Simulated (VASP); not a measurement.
# KCl (Sylvite): K into a neighbouring K vacancy

Wanted: the minimum-energy path in KCl (Sylvite) for this move: K into a neighbouring K vacancy. The start is a cell from a database of measured crystal structures.

Program: VASP 6.6.1. Level of theory: PBEsol; plane waves and PAW (K_pv, Cl). Results are calculated unless marked as measured.

## Step 1: The host crystal

It takes space group Fm-3m (No. 225, cubic). The conventional cell has a = 6.293 Å, b = 6.293 Å, c = 6.293 Å, α = 90.00°, β = 90.00°, γ = 90.00°. Nearest to K lie 6 Cl at 3.15 Å. Cl has 6 K at 3.15 Å nearest. Farther neighbours and most contacts between anions are not listed.

## Step 2: Relax the host

The later steps need the crystal at this functional's own lattice; a raised cutoff keeps the stress reliable while the cell changes.

Input file INCAR:

```
SYSTEM = KCl
PREC = Accurate
ENCUT = 350
EDIFF = 1E-06
NELM = 120
ISMEAR = 0
SIGMA = 0.1
LREAL = .FALSE.
ALGO = Normal
GGA = PS
NBANDS = 13
LORBIT = 11
LWAVE = .FALSE.
LCHARG = .FALSE.
KPAR = 6
LASPH = .TRUE.
IBRION = 2
NSW = 40
ISIF = 3
EDIFFG = -0.02
POTIM = 0.4
```

Input file POSCAR:

```
KCl
1.0
    0.0000000000      3.1464700000      3.1464700000
    3.1464700000      0.0000000000      3.1464700000
    3.1464700000      3.1464700000      0.0000000000
K Cl
1 1
Direct
    0.0000000000      0.0000000000      0.0000000000
    0.5000000000      0.5000000000      0.5000000000
```

Input file KPOINTS:

```
Automatic mesh
0
Gamma
5 5 5
0 0 0
```

PAW data sets: K_pv and Cl (PBE family, release 64).

Launch:

```console
$ mpirun -np 6 vasp_std
```

Output:

```text
[banner, memory and clock lines left out]
running    6 mpi-ranks, on    1 nodes
 distrk:  each k-point on    1 cores,    6 groups
 distr:  one band on    1 cores,    1 groups

 POSCAR found type information on POSCAR K Cl
 POSCAR found :  2 types and       2 ions
|                                                                             |
|           W    W    AA    RRRRR   N    N  II  N    N   GGGG   !!!           |
|           W    W   A  A   R    R  NN   N  II  NN   N  G    G  !!!           |
|           W    W  A    A  R    R  N N  N  II  N N  N  G       !!!           |
|           W WW W  AAAAAA  RRRRR   N  N N  II  N  N N  G  GGG   !            |
|           WW  WW  A    A  R   R   N   NN  II  N   NN  G    G                |
|           W    W  A    A  R    R  N    N  II  N    N   GGGG   !!!           |
|                                                                             |
|     For optimal performance we recommend to set                             |
|       NCORE = 2 up to number-of-cores-per-socket                            |
|     NCORE specifies how many cores store one orbital (NPAR=cpu/NCORE).      |
|     This setting can greatly improve the performance of VASP for DFT.       |
|     The default, NCORE=1 might be grossly inefficient on modern             |
|     multi-core architectures or massively parallel machines. Do your        |
|     Unfortunately you need to use the default for GW and RPA                |
|     calculations (for HF NCORE is supported but not extensively tested      |
|     yet).                                                                   |
|                                                                             |

|                                                                             |
|               ----> ADVICE to this user running VASP <----                  |
|                                                                             |
|     You enforced a specific xc type in the INCAR file but a different       |
|     [... a line on the potential file left out ...]
|     I HOPE YOU KNOW WHAT YOU ARE DOING!                                     |
|                                                                             |

 LDA part: xc-table for (Slater+PW92), standard interpolation
 POSCAR, INCAR and KPOINTS ok, starting setup
 FFT: planning ... GRIDC
 FFT: planning ... GRID_SOFT
 FFT: planning ... GRID
 WAVECAR not read
 entering main loop
       N       E                     dE             d eps       ncg     rms          rms(c)
DAV:   1     0.538013688063E+02    0.53801E+02   -0.50476E+03   300   0.680E+02
DAV:   2    -0.362867028965E+01   -0.57430E+02   -0.54548E+02   316   0.155E+02
DAV:   3    -0.718025696135E+01   -0.35516E+01   -0.35417E+01   335   0.358E+01
DAV:   4    -0.721375911513E+01   -0.33502E-01   -0.33500E-01   285   0.407E+00
DAV:   5    -0.721421724629E+01   -0.45813E-03   -0.45813E-03   315   0.512E-01    0.278E+00
DAV:   6    -0.696982754512E+01    0.24439E+00   -0.47995E-01   290   0.370E+00    0.220E+00
DAV:   7    -0.695860483772E+01    0.11223E-01   -0.94483E-02   305   0.188E+00    0.128E+00
DAV:   8    -0.696904488012E+01   -0.10440E-01   -0.11723E-02   280   0.833E-01    0.147E-01
DAV:   9    -0.696971838814E+01   -0.67351E-03   -0.87594E-04   315   0.208E-01    0.910E-02
DAV:  10    -0.697010996759E+01   -0.39158E-03   -0.45861E-04   265   0.134E-01    0.350E-02
DAV:  11    -0.697010561325E+01    0.43543E-05   -0.21756E-05   310   0.262E-02    0.110E-02
DAV:  12    -0.697011126305E+01   -0.56498E-05   -0.10355E-05   260   0.193E-02    0.815E-03
DAV:  13    -0.697011089458E+01    0.36847E-06   -0.60848E-07   239   0.502E-03
   1 F= -.69701109E+01 E0= -.69701109E+01  d E =-.697011E+01
 curvature:   0.00 expect dE= 0.000E+00 dE for cont linesearch  0.000E+00
 trial: gam= 0.00000 g(F)=  0.408E-60 g(S)=  0.109E-09 ort = 0.000E+00 (trialstep = 0.100E+01)
 search vector abs. value=  0.209E-09
 reached required accuracy - stopping structural energy minimisation
```

Run time: 5.2 s. Hardware: 6 MPI ranks of Intel Xeon Platinum 8375C at 2.90GHz (Ice Lake), shared host; peak memory 0.84 GiB.

The logs omit lines about the potential files and the build; timing stands in the text.

OUTCAR, selected parts (step 2):

```text
ion  position               nearest neighbor table
   1  0.000  0.000  0.000-   2 3.15   2 3.15   2 3.15   2 3.15   2 3.15   2 3.15
   2  0.500  0.500  0.500-   1 3.15   1 3.15   1 3.15   1 3.15   1 3.15   1 3.15

  LATTYP: Found a face centered cubic cell.
 ALAT       =     6.2929400000

 Subroutine GETGRP returns: Found 48 space group operations
 (whereof 48 operations were pure point group operations)

The static configuration has the point symmetry O_h .

 Found     10 irreducible k-points:

   k-points           NKPTS =     10   k-points in BZ     NKDIM =     10   number of bands    NBANDS=     13

   dimension x,y,z NGX =    28 NGY =   28 NGZ =   28
   dimension x,y,z NGXF=    56 NGYF=   56 NGZF=   56

   ENCUT  =  350.0 eV  25.72 Ry    5.07 a.u.   6.79  6.79  6.79*2*pi/ulx,y,z

   NELECT =      14.0000    total number of electrons

 k-points in reciprocal lattice and weights: Automatic mesh
   0.00000000  0.00000000  0.00000000       0.008
   0.20000000  0.00000000  0.00000000       0.064
   0.40000000  0.00000000  0.00000000       0.064
   0.20000000  0.20000000  0.00000000       0.048
   0.40000000  0.20000000  0.00000000       0.192
  -0.40000000  0.20000000  0.00000000       0.192
  -0.20000000  0.20000000  0.00000000       0.096
   0.40000000  0.40000000  0.00000000       0.048
  -0.40000000  0.40000000  0.00000000       0.096
  -0.40000000  0.40000000  0.20000000       0.192

 average (electrostatic) potential at core
       1 -14.1799       2 -95.7908

 E-fermi :  -2.7007

 k-point     1 :       0.0000    0.0000    0.0000
  band No.  band energies     occupation
    ...
      3     -13.7182      2.00000
      4     -13.7182      2.00000
      5      -3.1698      2.00000
      6      -3.1698      2.00000
      7      -3.1698      2.00000
      8       1.8421      0.00000
      9       5.1291      0.00000
     10       5.1291      0.00000
     11       5.1291      0.00000
     12       6.0411      0.00000
    ...

 k-point     2 :       0.2000    0.0000    0.0000
  band No.  band energies     occupation
    ...
      3     -13.7216      2.00000
      4     -13.6328      2.00000
      5      -3.6111      2.00000
      6      -3.2898      2.00000
      7      -3.2898      2.00000
      8       2.7288      0.00000
      9       4.9047      0.00000
     10       5.6358      0.00000
     11       5.6358      0.00000
     12       6.5918      0.00000
    ...

 k-point     3 :       0.4000    0.0000    0.0000
  band No.  band energies     occupation
    ...
      3     -13.7270      2.00000
      4     -13.5049      2.00000
      5      -4.1782      2.00000
      6      -3.4713      2.00000
      7      -3.4713      2.00000
      8       4.0703      0.00000
      9       5.1568      0.00000
     10       6.9423      0.00000
     11       6.9423      0.00000
     12       7.8326      0.00000
    ...

  Total        0.0000433      0.0000433      0.0000433      0.0000000      0.0000000      0.0000000
  in kB        0.0011135      0.0011135      0.0011135      0.0000000      0.0000000      0.0000000
  external PRESSURE =       0.0011135 kB  Pullay stress =       0.0000000 kB

  energy-cutoff  :      350.00
  volume of cell :       62.30
      direct lattice vectors                 reciprocal lattice vectors
     0.000000000  3.146470000  3.146470000    -0.158908237  0.158908237  0.158908237
     3.146470000  0.000000000  3.146470000     0.158908237 -0.158908237  0.158908237
     3.146470000  3.146470000  0.000000000     0.158908237  0.158908237 -0.158908237

 POSITION                                       TOTAL-FORCE (eV/Angst)
 -----------------------------------------------------------------------------------
      0.00000      0.00000      0.00000         0.000000     -0.000000      0.000000
      3.14647      3.14647      3.14647         0.000000      0.000000     -0.000000
 -----------------------------------------------------------------------------------
    total drift:                                0.000000      0.000000      0.000000

  FREE ENERGIE OF THE ION-ELECTRON SYSTEM (eV)
  ---------------------------------------------------
  free  energy   TOTEN  =        -6.9701108946 eV

  energy  without entropy=       -6.9701108946  energy(sigma->0) =       -6.97011089

 reached required accuracy - stopping structural energy minimisation

 total charge
# of ion       s       p       d       tot
------------------------------------------
    1        0.069   6.090   0.071   6.231
    2        1.578   3.538   0.000   5.117
--------------------------------------------------
tot          1.647   9.629   0.071  11.347

[... 3 further parts left out ...]
```

The gap is read on the k-mesh alone, so it is an upper bound where the band edges lie off the mesh. The PAW data sets were made with PBE, which is usual practice but a small mismatch for other functionals. The run keeps the 48 symmetry operations of its start, so it cannot find a distortion of lower symmetry.

Little changed from the start: no atom moved by 0.005 Å and no cell edge by 0.1 %.

This step gave:

- electronic cycles: 13
- electrons: 14
- free energy (TOTEN): -6.970 eV
- Fermi energy: -2.701 eV
- metallic: no
- gap on the k-mesh: 5.012 eV
- least direct gap on the k-mesh: 5.012 eV

The start already met the threshold, so nothing moved.

(Continued in part 2 of 5.)

[Lines on the potential files, build, host, timing and source positions are cut from VASP's logs without a mark.]

[Logs are printed without paths, hosts, clocks, repeated set-up lines and the standing remarks that a program may print on its own settings, such as how far it seeks lower states.]

[Hosts, paths, dates, database ids (printed as entryN), source tags and the programs' standing remarks are cut or masked in the printed files.]

[Runs that stopped without an error message from VASP are left out.]
